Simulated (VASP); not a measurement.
# Os (P6_3/mmc) in VASP: settings compared

Aim: see how the results for Os move with the level of theory and the settings. Levels: PBEsol, LDA. Tasks: relaxation of cell and atoms.

Everything below comes from runs of VASP 6.6.1. Logs are shortened: lines on timing, memory, paths and dates and some standing lists are left out, and cuts for length are marked.

## Step 1: The structure

It takes space group P6_3/mmc (No. 194, hexagonal). The conventional cell has a = 2.746 Å, b = 2.746 Å, c = 4.326 Å, α = 90.00°, β = 90.00°, γ = 120.00°. Os (site symmetry -6m2) is surrounded by 12 Os at 2.68 to 2.75 Å.

## Step 2: Relaxation of cell and atoms, PBEsol

Contents of INCAR:

```
SYSTEM = Os
ALGO     = Fast           ! electronic algorithm
EDIFF    = 1E-7           ! SCF threshold, eV
EDIFFG   = -0.005         ! ionic threshold
ENCUT    = 600            ! plane-wave cutoff, eV
GGA      = PS             ! functional
IBRION   = 2              ! ionic algorithm
ISIF     = 3              ! what is computed and relaxed
ISMEAR   = 0              ! smearing method
LASPH    = .True.         ! aspherical terms in the spheres
LCHARG   = .False.        ! write CHGCAR
LREAL    = .False.        ! projectors in reciprocal space
LWAVE    = .False.        ! write WAVECAR
NELM     = 60             ! most SCF steps
NSW      = 90             ! ionic steps
PREC     = Accurate       ! precision mode
SIGMA    = 0.1            ! smearing width, eV
```

Contents of KPOINTS:

```
k-points
0
Gamma
  18 18 10
  0 0 0
```

Contents of POSCAR:

```
Os
1.0
    2.7461342300      0.0000000000      0.0000000000
   -1.3730671200      2.3782220100      0.0000000000
    0.0000000000      0.0000000000      4.3263142200
Os
2
Direct
    0.3333333300      0.6666666700      0.2500000000
    0.6666666700      0.3333333300      0.7500000000
```

Potentials or basis: VASP PAW PBE potentials, release 64 (Os).

Run with:

```sh
> cat potpaw_PBE.64/Os/POTCAR > POTCAR
> mpirun -np 1 vasp_std > vasp.out
```

OUTCAR:

```text
SYSTEM = Os
   EDIFF = 1E-7
   EDIFFG = -0.005
   ENCUT = 600
   GGA = PS
   IBRION = 2
   ISIF = 3
   ISMEAR = 0
   LASPH = .True.
   LREAL = .False.
   NELM = 60
   NSW = 90
   PREC = Accurate

 ion  position               nearest neighbor table
   1  0.333  0.667  0.250-   2 2.68   2 2.68   2 2.68   2 2.68   2 2.68   2 2.68
   2  0.667  0.333  0.750-   1 2.68   1 2.68   1 2.68   1 2.68   1 2.68   1 2.68

  LATTYP: Found a hexagonal cell.
 ALAT       =     2.7461342300
 C/A-ratio  =     1.5754197929

  Lattice vectors:

 A1 = (   2.7461342300,   0.0000000000,   0.0000000000)
 A2 = (  -1.3730671200,   2.3782220100,   0.0000000000)
 A3 = (   0.0000000000,   0.0000000000,   4.3263142200)

Analysis of symmetry for initial positions (statically):
=====================================================================
 Subroutine PRICEL returns:
 Original cell was already a primitive cell.

 Routine SETGRP: Setting up the symmetry group for a
 hexagonal supercell.

 Subroutine GETGRP returns: Found 24 space group operations
 (whereof 12 operations were pure point group operations)
 out of a pool of 24 trial point group operations.

The static configuration has the point symmetry D_3d.
 The point group associated with its full space group is D_6h.

Analysis of symmetry for dynamics (positions and initial velocities):
=====================================================================
 Subroutine PRICEL returns:
 Original cell was already a primitive cell.

 Routine SETGRP: Setting up the symmetry group for a
 hexagonal supercell.

 Subroutine GETGRP returns: Found 24 space group operations
 (whereof 12 operations were pure point group operations)
 out of a pool of 24 trial point group operations.

The dynamic configuration has the point symmetry D_3d.
 The point group associated with its full space group is D_6h.

 Subroutine INISYM returns: Found 24 space group operations
 (whereof 12 operations are pure point group operations),
 and found     1 'primitive' translations

----------------------------------------------------------------------------------------

                                     Primitive cell

  volume of cell :      28.2548

  direct lattice vectors                    reciprocal lattice vectors
     2.746134230  0.000000000  0.000000000     0.364148259  0.210241096  0.000000000
    -1.373067120  2.378222010  0.000000000     0.000000000  0.420482190  0.000000000
     0.000000000  0.000000000  4.326314220     0.000000000  0.000000000  0.231143636

  length of vectors
     2.746134230  2.746134236  4.326314220     0.420482191  0.420482190  0.231143636

  position of ions in fractional coordinates (direct lattice)
     0.333333330  0.666666670  0.250000000
     0.666666670  0.333333330  0.750000000

  ion indices of the primitive-cell ions
   primitive index   ion index
                 1           1
                 2           2

----------------------------------------------------------------------------------------

 KPOINTS: k-points

Automatic generation of k-mesh.
 Grid dimensions read from file:
 generate k-points for:   18   18   10

 Generating k-lattice:

  Cartesian coordinates                     Fractional coordinates (reciprocal lattice)
     0.020230459  0.011680061  0.000000000     0.055555556 -0.000000000  0.000000000
     0.000000000  0.023360122  0.000000000     0.000000000  0.055555556  0.000000000
     0.000000000  0.000000000  0.023114364     0.000000000  0.000000000  0.100000000

  Length of vectors
     0.023360122  0.023360122  0.023114364

  Shift w.r.t. Gamma in fractional coordinates (k-lattice)
     0.000000000  0.000000000  0.000000000

 Subroutine IBZKPT returns following result:
 ===========================================

 Found    222 irreducible k-points:

 Following reciprocal coordinates:
            Coordinates               Weight
  0.000000  0.000000  0.000000      1.000000
  0.055556  0.000000  0.000000      6.000000
  0.111111  0.000000  0.000000      6.000000
  0.166667  0.000000  0.000000      6.000000
  0.222222  0.000000  0.000000      6.000000
  0.277778  0.000000  0.000000      6.000000
[... 16 lines left out ...]
  0.333333  0.111111  0.000000     12.000000
  0.388889  0.111111  0.000000     12.000000
 [... further k-points ...]
   k-points           NKPTS =    222   k-points in BZ     NKDIM =    222   number of bands    NBANDS=     12
   number of dos      NEDOS =    301   number of ions     NIONS =      2
   total plane-waves  NPLWV =  20736
   dimension x,y,z NGX =    24 NGY =   24 NGZ =   36
   dimension x,y,z NGXF=    48 NGYF=   48 NGZF=   72
   ions per type =               2
   NGX,Y,Z   is equivalent  to a cutoff of  14.53, 14.53, 13.83 a.u.
   NGXF,Y,Z  is equivalent  to a cutoff of  29.06, 29.06, 27.67 a.u.
 SYSTEM =  Os
   PREC   = accura    normal or accurate (medium, high low for compatibility)
   ISTART =      0    job   : 0-new  1-cont  2-samecut
   ICHARG =      2    charge: 1-file 2-atom 10-const
   ISPIN  =      1    spin polarized calculation?
   LNONCOLLINEAR =      F non collinear calculations
   LSORBIT =      F    spin-orbit coupling
   LASPH  =      T    aspherical Exc in radial PAW
   ENCUT  =  600.0 eV  44.10 Ry    6.64 a.u.   5.48  5.48  8.64*2*pi/ulx,y,z
   NELM   =     60;   NELMIN=  2; NELMDL= -5     # of ELM steps
   EDIFF  = 0.1E-06   stopping-criterion for ELM
   LREAL  =      F    real-space projection
   EDIFFG = -.5E-02   stopping-criterion for IOM
   NSW    =     90    number of steps for IOM
   IBRION =      2    ionic relax: 0-MD 1-quasi-New 2-CG
   NFREE  =      1    steps in history (QN), initial steepest desc. (CG)
   ISIF   =      3    stress and relaxation
   ISYM   =      2    0-nonsym 1-usesym 2-fastsym
   POTIM  = 0.5000    time-step for ionic-motion
   TEBEG  =    0.0;   TEEND  =   0.0 temperature during run
   PSTRESS=    0.0 pullay stress
   NELECT =      16.0000    total number of electrons
   NUPDOWN=      -1.0000    fix difference up-down
   EMIN   =  10.00;   EMAX   =-10.00  energy-range for DOS
   EFERMI =   0.00;   METHOD = LEGACY
   ISMEAR =     0;   SIGMA  =   0.10  broadening in eV -4-tet -1-fermi 0-gaus
   EFERMI_NEDOS =   21; number of points for ismear=-14 and -15
   IALGO  =     68    algorithm
   IMIX   =      4    mixing-type and parameters
     AMIX     =   0.40;   BMIX     =  1.00
     AMIX_MAG =   1.60;   BMIX_MAG =  1.00
  volume/ion in A,a.u.               =      14.13        95.34
  Fermi-wavevector in a.u.,A,eV,Ry     =   1.354412  2.559467 24.958956  1.834432
  Thomas-Fermi vector in A             =   2.481586
   LORBIT       =      0    0 simple, 1 ext, 2 COOP (PROOUT), +10 PAW based schemes
   GGA     = PS    functional components
   LHFCALC =     F    Hartree Fock is set to
   AEXX    =    0.0000 exact exchange contribution
   IVDW    =     0    specifies the selected vdW correction
   LEPSILON=     F    determine dielectric tensor
   LRPA    =     F    only Hartree local field effects (RPA)
 conjugate gradient relaxation of ions
 non-spin polarized calculation
 RMM-DIIS sequential band-by-band and
 Gauss-broadening in eV      SIGMA  =   0.10
  energy-cutoff  :      600.00
  volume of cell :       28.25
 maximum number of plane-waves:       972
 NGX is ok and might be reduce to    24
   NGX = 11   NGY = 11   NGZ = 17

--------------------------------------- Ionic step        1  -------------------------------------------

 number of electron      16.0000001 magnetization

 Free energy of the ion-electron system (eV)
  ---------------------------------------------------
  ext. energy  EPLUGINS =         0.00000000
  ---------------------------------------------------
  free energy    TOTEN  =       -24.47741703 eV

  energy without entropy =      -24.46963419  energy(sigma->0) =      -24.47352561

------------------------ aborting loop because EDIFF is reached ----------------------------------------

  FORCE on cell =-STRESS in cart. coord.  units (eV):
  Direction    XX          YY          ZZ          XY          YZ          ZX
  --------------------------------------------------------------------------------------
  -------------------------------------------------------------------------------------
  Total       -1.2396171     -1.2396171     -0.9640951      0.0000000      0.0000000      0.0000000
  in kB      -70.2920036    -70.2920039    -54.6686369      0.0000001      0.0000000      0.0000000
  external PRESSURE =     -65.0842148 kB  Pullay stress =       0.0000000 kB
[... 21 lines left out ...]
  energy  without entropy=      -24.4696341850  energy(sigma->0) =      -24.47352561

--------------------------------------- Ionic step        2  -------------------------------------------

 number of electron      16.0000000 magnetization

 E-fermi :  10.4767     XC(G=0): -14.5811

 val. band max:       10.4723283802   @ k =   0.2222   0.0556   0.3000
 cond. band min:      10.4985693101   @ k =   0.1667   0.1111   0.3000
 fundamental gap:      0.0262409299
 Fermi energy:        10.4766887327

 k-point     1 :       0.0000    0.0000    0.0000
  band No.  band energies     occupation
      1      -1.2059      2.00000
      2       1.9050      2.00000
      3       7.0495      2.00000
      4       7.0495      2.00000
      5       7.2913      2.00000
      6       7.9943      2.00000
      7       7.9943      2.00000
      8       8.7811      2.00000
      9       8.7811      2.00000
     10      10.4570      1.21964
     11      12.3757      0.00000
     12      12.3757      0.00000
[... 594 lines left out ...]
  energy  without entropy=      -24.4792546217  energy(sigma->0) =      -24.48296163

--------------------------------------- Ionic step        9  -------------------------------------------

 number of electron      16.0000001 magnetization

 Free energy of the ion-electron system (eV)
  ---------------------------------------------------
  ext. energy  EPLUGINS =         0.00000000
  ---------------------------------------------------
  free energy    TOTEN  =       -24.48670228 eV

  energy without entropy =      -24.47930050  energy(sigma->0) =      -24.48300139

 E-fermi :   9.3903     XC(G=0): -14.1855

 val. band max:        9.3810988147   @ k =   0.2222   0.0556   0.3000
 cond. band min:       9.3990443689   @ k =   0.4444   0.1111   0.4000
 fundamental gap:      0.0179455541
 Fermi energy:         9.3903131707

 k-point     1 :       0.0000    0.0000    0.0000
  band No.  band energies     occupation
      1      -1.6541      2.00000
      2       1.5118      2.00000
      3       6.2974      2.00000
      4       6.2974      2.00000
      5       6.5469      2.00000
      6       7.1486      2.00000
      7       7.1486      2.00000
      8       7.8223      2.00000
      9       7.8223      2.00000
     10       9.3787      1.13076
     11      11.1001      0.00000
     12      11.1001      0.00000
[... 374 lines left out ...]
  FREE ENERGIE OF THE ION-ELECTRON SYSTEM (eV)
  ---------------------------------------------------
  free  energy   TOTEN  =       -24.4867022825 eV

  energy  without entropy=      -24.4793005005  energy(sigma->0) =      -24.48300139

 reached required accuracy - stopping structural energy minimisation
```

Run time: 4.6 min. Hardware: 1 thread of Intel Xeon Platinum 8488C (Sapphire Rapids), shared host; peak memory 0.23 GiB.

Results:

| Property | Result |
| --- | --- |
| Free energy | -24.4867 eV |
| Relaxed volume | 13.91 Å³/atom |
| Relaxed cell | a = 2.729 Å, b = 2.729 Å, c = 4.315 Å, α = 90.00°, β = 90.00°, γ = 120.00° |
| Space group after relaxing (to 0.05 Å) | P6_3/mmc (No. 194) |
| Energy gained by relaxing | 4.6 meV/atom |
| Ionic steps | 9 |
| Pressure after relaxing | 0.0 GPa |
| Band gap on the k mesh | none (metal or under the smearing width) |

The path:
```csv
step,energy change (eV),largest force (eV/Å),pressure (GPa),volume (Å³)
1,0.0000,0.0000,-6.51,28.25
2,0.1850,0.0000,36.02,25.97
3,-0.0091,0.0000,-0.13,27.83
4,-0.0091,0.0000,0.05,27.82
5,-0.0091,0.0000,0.19,27.81
6,-0.0090,0.0000,0.07,27.82
7,-0.0093,0.0000,0.13,27.81
8,-0.0093,0.0000,-0.39,27.85
9,-0.0093,0.0000,0.01,27.82
```

Final structure:
```xyz
2
Lattice="2.7287 0.0000 0.0000 -1.3643 2.3631 0.0000 0.0000 0.0000 4.3147" Properties=species:S:1:pos:R:3 pbc="T T T"
Os    0.0000    1.5754    1.0787
Os    1.3643    0.7877    3.2360
```

Caveat: the PAW data sets were made with another functional, which shifts forces and pressure a little.

## Step 3: Relaxation of cell and atoms, LDA

Edit INCAR of step 2 so:

```diff
@@ -5,3 +5,3 @@
 ENCUT    = 600            ! plane-wave cutoff, eV
-GGA      = PS             ! functional
+GGA      = CA             ! functional
 IBRION   = 2              ! ionic algorithm
```

KPOINTS is that of step 2.

POSCAR is that of step 2.

Potentials or basis: VASP PAW LDA potentials, release 64 (Os).

Run with:

```sh
> cat potpaw_LDA.64/Os/POTCAR > POTCAR
> mpirun -np 1 vasp_std > vasp.out
```

Wall time 4.2 min (1 thread of Intel Xeon Platinum 8488C (Sapphire Rapids), shared host); peak memory 0.23 GiB.

The run converged. Its results:

```yaml
Free_energy: -25.3114 eV
Relaxed_volume: 13.74 Å³/atom
Relaxed_cell: a = 2.717 Å, b = 2.717 Å, c = 4.296 Å, α = 90.00°, β = 90.00°, γ = 120.00°
Space_group_after_relaxing_to_0.05_Å: P6_3/mmc (No. 194)
Energy_gained_by_relaxing: 15.0 meV/atom
Ionic_steps: 9
Pressure_after_relaxing: 0.0 GPa
Band_gap_on_the_k_mesh: none (metal or under the smearing width)
```

The path:
| step | energy change (eV) | largest force (eV/Å) | pressure (GPa) | volume (Å³) |
| --- | --- | --- | --- | --- |
| 1 | 0.0000 | 0.0000 | -11.88 | 28.25 |
| 2 | 0.6855 | 0.0000 | 78.76 | 24.18 |
| 3 | -0.0296 | 0.0000 | -0.74 | 27.52 |
| 4 | -0.0298 | 0.0000 | -0.11 | 27.48 |
| 5 | -0.0298 | 0.0000 | 0.15 | 27.47 |
| 6 | -0.0297 | 0.0000 | 0.11 | 27.46 |
| 7 | -0.0300 | 0.0000 | 0.12 | 27.47 |
| 8 | -0.0300 | 0.0000 | -0.39 | 27.50 |
| 9 | -0.0300 | 0.0000 | -0.01 | 27.47 |

Final structure:
```
Os
1.0
     2.71735    0.00000    0.00000
    -1.35867    2.35329    0.00000
     0.00000    0.00000    4.29617
Os
2
Direct
  0.33333 0.66667 0.25000
  0.66667 0.33333 0.75000
```

Levels at points of the mesh, in eV from the Fermi level:
| k point | band 5 | band 6 | band 7 | band 8 | band 9 | band 10 | band 11 | band 12 |
| --- | --- | --- | --- | --- | --- | --- | --- | --- |
| (0.00, 0.00, 0.00) | -2.90 | -2.28 | -2.28 | -1.60 | -1.60 | 0.15 | 1.73 | 1.73 |
| (0.50, 0.00, 0.00) | -2.88 | -2.61 | -1.93 | 2.10 | 2.68 | 2.80 | 4.56 | 5.90 |
| (0.00, 0.00, 0.50) | -3.34 | -3.34 | -3.34 | -3.34 | 0.92 | 0.92 | 0.92 | 0.92 |
| (0.50, 0.00, 0.50) | -1.24 | -1.24 | -0.09 | -0.09 | 2.44 | 2.44 | 3.42 | 3.42 |
